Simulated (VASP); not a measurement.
# C (P6_3/mmc) in VASP: settings compared, part 2 of 2

VASP 6.6.1. The steps go on from the part before.

## Step 5: Relaxation of cell and atoms, PBE+TS

The COD entry that gives the cell may itself be a prediction, so a difference from it is no test against experiment.

Contents of INCAR:

```
ALGO = Normal ; EDIFF = 1E-6
EDIFFG = -0.01 ; ENCUT = 600
GGA = PE ; IBRION = 2
ISIF = 3 ; ISMEAR = -1
IVDW = 2 ; LASPH = T
LCHARG = F ; LREAL = F
LWAVE = F ; NELM = 60
NSW = 60 ; PREC = Accurate
SIGMA = 0.05
```

Contents of KPOINTS:

```
k-points
0
Gamma
  12 12 4
```

Contents of POSCAR:

```
C
1.0
    2.5221000000      0.0000000000      0.0000000000
   -1.2610500000      2.1842026709      0.0000000000
    0.0000000000      0.0000000000      8.2371000000
C
8
Direct
    0.6666666667      0.3333333333      0.8437500000
    0.3333333333      0.6666666667      0.3437500000
    0.6666666667      0.3333333333      0.6562500000
    0.3333333333      0.6666666667      0.1562500000
    0.0000000000      0.0000000000      0.9062500000
    0.0000000000      0.0000000000      0.4062500000
    0.0000000000      0.0000000000      0.5937500000
    0.0000000000      0.0000000000      0.0937500000
```

Potentials or basis: VASP PAW PBE potentials, release 64 (C).

Command:

```
$ cat potpaw_PBE.64/C/POTCAR > POTCAR
$ mpirun -np 1 vasp_std > vasp.out
```

OUTCAR:

```text
EDIFF = 1E-6
   EDIFFG = -0.01
   ENCUT = 600
   GGA = PE
   IBRION = 2
   ISIF = 3
   ISMEAR = -1
   IVDW = 2
   LASPH = T
   LREAL = F
   NELM = 60
   NSW = 60
   PREC = Accurate
  IVDW =   2

 ion  position               nearest neighbor table
   1  0.667  0.333  0.844-   3 1.54   5 1.54   5 1.54   5 1.54
   2  0.333  0.667  0.344-   4 1.54   6 1.54   6 1.54   6 1.54
   3  0.667  0.333  0.656-   1 1.54   7 1.54   7 1.54   7 1.54
   4  0.333  0.667  0.156-   2 1.54   8 1.54   8 1.54   8 1.54
   5  0.000  0.000  0.906-   8 1.54   1 1.54   1 1.54   1 1.54
   6  0.000  0.000  0.406-   7 1.54   2 1.54   2 1.54   2 1.54
   7  0.000  0.000  0.594-   6 1.54   3 1.54   3 1.54   3 1.54
   8  0.000  0.000  0.094-   5 1.54   4 1.54   4 1.54   4 1.54

  LATTYP: Found a hexagonal cell.
 ALAT       =     2.5221000000
 C/A-ratio  =     3.2659688355

  Lattice vectors:

 A1 = (   2.5221000000,   0.0000000000,   0.0000000000)
 A2 = (  -1.2610500000,   2.1842026709,   0.0000000000)
 A3 = (   0.0000000000,   0.0000000000,   8.2371000000)

Analysis of symmetry for initial positions (statically):
=====================================================================
 Subroutine PRICEL returns:
 Original cell was already a primitive cell.

 Routine SETGRP: Setting up the symmetry group for a
 hexagonal supercell.

 Subroutine GETGRP returns: Found 24 space group operations
 (whereof 12 operations were pure point group operations)
 out of a pool of 24 trial point group operations.

The static configuration has the point symmetry D_3d.
 The point group associated with its full space group is D_6h.

Analysis of symmetry for dynamics (positions and initial velocities):
=====================================================================
 Subroutine PRICEL returns:
 Original cell was already a primitive cell.

 Routine SETGRP: Setting up the symmetry group for a
 hexagonal supercell.

 Subroutine GETGRP returns: Found 24 space group operations
 (whereof 12 operations were pure point group operations)
 out of a pool of 24 trial point group operations.

The dynamic configuration has the point symmetry D_3d.
 The point group associated with its full space group is D_6h.

 Subroutine INISYM returns: Found 24 space group operations
 (whereof 12 operations are pure point group operations),
 and found     1 'primitive' translations

[... 123 lines left out ...]
   IALGO  =     38    algorithm
   IMIX   =      4    mixing-type and parameters
     AMIX     =   0.40;   BMIX     =  1.00
     AMIX_MAG =   1.60;   BMIX_MAG =  1.00
  volume/ion in A,a.u.               =       5.67        38.28
  Fermi-wavevector in a.u.,A,eV,Ry     =   1.457186  2.753682 28.890486  2.123391
  Thomas-Fermi vector in A             =   2.574017
   LORBIT       =      0    0 simple, 1 ext, 2 COOP (PROOUT), +10 PAW based schemes
   GGA     = PE    functional components
   LHFCALC =     F    Hartree Fock is set to
   AEXX    =    0.0000 exact exchange contribution
   IVDW    =     2    specifies the selected vdW correction
   LEPSILON=     F    determine dielectric tensor
   LRPA    =     F    only Hartree local field effects (RPA)
 conjugate gradient relaxation of ions
 non-spin polarized calculation
  energy-cutoff  :      600.00
  volume of cell :       45.38
 maximum number of plane-waves:      1534
   NGX = 11   NGY = 11   NGZ = 33

--------------------------------------- Ionic step        1  -------------------------------------------

 number of electron      31.9999998 magnetization

 Free energy of the ion-electron system (eV)
  ---------------------------------------------------
  ext. energy  EPLUGINS =         0.00000000
  ---------------------------------------------------
  free energy    TOTEN  =       -72.66724743 eV

  energy without entropy =      -72.66724743  energy(sigma->0) =      -72.66724743

------------------------ aborting loop because EDIFF is reached ----------------------------------------

  Tkatchenko/Scheffler method for vdW energy calculation

  Number of pair interactions contributing to vdW energy:  415110
[... 231 lines left out ...]
--------------------------------------- Ionic step        6  -------------------------------------------

 number of electron      31.9999998 magnetization

 Free energy of the ion-electron system (eV)
  ---------------------------------------------------
  ext. energy  EPLUGINS =         0.00000000
  ---------------------------------------------------
  free energy    TOTEN  =       -72.67113730 eV

  energy without entropy =      -72.67113730  energy(sigma->0) =      -72.67113730

 E-fermi :  11.0082     XC(G=0): -13.3062

 val. band max:       10.0307354918   @ k =   0.0000   0.0000   0.0000
 cond. band min:      14.6015408755   @ k =   0.4167   0.0000   0.0000
 fundamental gap:      4.5708053837
 Fermi energy:        11.0082074820

 k-point     1 :       0.0000    0.0000    0.0000
  band No.  band energies     occupation
      1     -11.7504      2.00000
      2     -10.0956      2.00000
      3      -9.9896      2.00000
      4      -6.0132      2.00000
      5      -3.6213      2.00000
      6       3.1187      2.00000
[... 565 lines left out ...]
     20      17.5628      0.00000
     21      18.1541      0.00000

 [... further k-points ...]

------------------------ aborting loop because EDIFF is reached ----------------------------------------

  Hirshfeld charges:
            ion         q(e)
   ------------------------------
      1     C        0.00173002
      2     C        0.00173002
      3     C        0.00173002
      4     C        0.00173002
      5     C       -0.00173002
      6     C       -0.00173002
      7     C       -0.00173002
      8     C       -0.00173002
[... 37 lines left out ...]
  FREE ENERGIE OF THE ION-ELECTRON SYSTEM (eV)
  ---------------------------------------------------
  free  energy   TOTEN  =       -74.3365418681 eV

  energy  without entropy=      -74.3365418681  energy(sigma->0) =      -74.33654187

 reached required accuracy - stopping structural energy minimisation
```

OSZICAR:

```text
N       E                     dE             d eps       ncg     rms          rms(c)
DAV:   1     0.983933087260E+02    0.98393E+02   -0.18744E+04  2394   0.166E+03
DAV:   2    -0.696007234678E+02   -0.16799E+03   -0.15723E+03  3324   0.275E+02
DAV:   3    -0.751430150132E+02   -0.55423E+01   -0.55029E+01  2980   0.494E+01
DAV:   4    -0.752211292255E+02   -0.78114E-01   -0.77880E-01  3039   0.616E+00
[... 40 lines left out ...]
DAV:   1    -0.726711593872E+02   -0.18048E-02   -0.23866E-02  2484   0.116E+00    0.463E-02
DAV:   2    -0.726711562277E+02    0.31595E-05   -0.50851E-04  2950   0.172E-01    0.299E-02
DAV:   3    -0.726711385462E+02    0.17681E-04   -0.49856E-05  2997   0.548E-02    0.866E-03
DAV:   4    -0.726711375176E+02    0.10287E-05   -0.11437E-05  2968   0.232E-02    0.438E-03
DAV:   5    -0.726711372986E+02    0.21899E-06   -0.75704E-07  1717   0.691E-03
   6 F= -.74336542E+02 E0= -.74336542E+02  d E =-.188514E-03
```

Wall time 2.7 min (1 thread of Intel Xeon Platinum 8375C at 2.90GHz (Ice Lake), shared host); peak memory 0.19 GiB.

What came out:

```
Free energy                            : -74.3365 eV
Relaxed volume                         : 5.61 Å³/atom
Relaxed cell                           : a = 2.504 Å, b = 2.504 Å, c = 8.259 Å, α = 90.00°, β = 90.00°, γ = 120.00°
Space group after relaxing (to 0.05 Å) : P6_3/mmc (No. 194)
Energy gained by relaxing              : 3.3 meV/atom
Ionic steps                            : 6
Pressure after relaxing                : 0.0 GPa
Largest force after relaxing           : 0.009 eV/Å
Band gap on the k mesh                 : 4.57 eV, indirect (least direct gap 5.32 eV)
Dispersion energy per atom             : -0.208 eV
```

Forces in eV/Å, atoms in the order of the input:
```
C    0.000  0.000 -0.007
C    0.000  0.000 -0.007
C    0.000  0.000  0.007
C    0.000  0.000  0.007
C    0.000  0.000 -0.009
C    0.000  0.000 -0.009
C    0.000  0.000  0.009
C    0.000  0.000  0.009
```

Stress tensor (GPa, compression positive):
```
-0.03  0.00  0.00
 0.00 -0.03  0.00
 0.00  0.00  0.08
```

The path:
| step | energy change (eV) | largest force (eV/Å) | pressure (GPa) | volume (Å³) |
| --- | --- | --- | --- | --- |
| 1 | 0.0000 | 0.3351 | -4.85 | 45.38 |
| 2 | 0.0200 | 0.5003 | 6.48 | 44.25 |
| 3 | -0.0265 | 0.0502 | -0.32 | 44.89 |
| 4 | -0.0265 | 0.0576 | -0.23 | 44.88 |
| 5 | -0.0264 | 0.0626 | 0.34 | 44.83 |
| 6 | -0.0267 | 0.0095 | 0.01 | 44.86 |

Final structure:
```
C
1.0
     2.50435    0.00000    0.00000
    -1.25218    2.16883    0.00000
     0.00000    0.00000    8.25919
C
8
Direct
  0.66667 0.33333 0.84445
  0.33333 0.66667 0.34445
  0.66667 0.33333 0.65555
  0.33333 0.66667 0.15555
  0.00000 0.00000 0.90706
  0.00000 0.00000 0.40706
  0.00000 0.00000 0.59294
  0.00000 0.00000 0.09294
```

Levels at points of the mesh, in eV from the valence-band top:
| k point | band 12 | band 13 | band 14 | band 15 | band 16 | band 17 | band 18 | band 19 | band 20 | band 21 |
| --- | --- | --- | --- | --- | --- | --- | --- | --- | --- | --- |
| (0.00, 0.00, 0.00) | -1.75 | -1.75 | -0.24 | 0.00 | 0.00 | 5.32 | 5.32 | 5.51 | 7.16 | 7.16 |
| (0.50, 0.00, 0.00) | -5.08 | -4.99 | -4.73 | -3.72 | -3.00 | 4.63 | 5.62 | 6.03 | 6.06 | 6.73 |
| (0.00, 0.00, 0.50) | -2.66 | -0.66 | -0.66 | -0.66 | -0.66 | 6.10 | 6.10 | 6.10 | 6.10 | 6.76 |
| (0.50, 0.00, 0.50) | -6.07 | -4.78 | -4.78 | -3.70 | -3.70 | 4.98 | 4.98 | 7.03 | 7.03 | 7.63 |

A k mesh can miss the band edges.

## Step 6: Summary

```tsv
level	gap on the mesh (eV)	pressure (GPa)	relaxed volume (Å³/atom)	largest force (eV/Å)
PBE+D3(BJ)	4.56	0.0	5.63	0.01
PBE+D4	4.56	0.0	5.63	0.01
PBE+rVV10	4.49	0.0	5.68	0.01
PBE+TS	4.57	0.0	5.61	0.01
```

Alike in all rows: task relaxation of cell and atoms; potentials or basis VASP PAW PBE potentials, release 64 (C); no spin polarisation; cell relaxed; k mesh 12 × 12 × 4; cutoff (eV) 600; smearing fermi-dirac 0.05 eV.

Total energies depend on the potentials used, so only differences within one code and one set of settings carry meaning.
